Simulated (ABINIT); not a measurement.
## Pb in ABINIT: the effect of functional

Crystal: Pb.

```
Pb
1.0
     0.00000    2.47502    2.47502
     2.47502    0.00000    2.47502
     2.47502    2.47502    0.00000
Pb
1
Direct
  0.00000 0.00000 0.00000
```

Alike in all runs:

```yaml
Program: ABINIT 10.8.3 (patched build)
Task: single point
Potentials_or_basis: JTH PAW PBE v2.0
Cutoff: 707 eV
k_mesh: 9 × 9 × 9
Occupations: fermi-dirac, width 0.05 eV
Spin: no spin polarisation
```

```csv
functional,pressure (GPa)
LDA,?
PBEsol,-1.0
RPBE,3.5
BLYP,5.6
AM05,-0.7
r2SCAN,0.9
SCAN,-0.1
revPBE,3.0
PW91,1.8
WC,-0.9
```

Q: What does the run with functional LDA give?

A: Pressure -2.5 GPa.

Caveats: the PAW data sets were made with another functional, which shifts forces and pressure a little.

Runs at the PBE level aren't shown here.
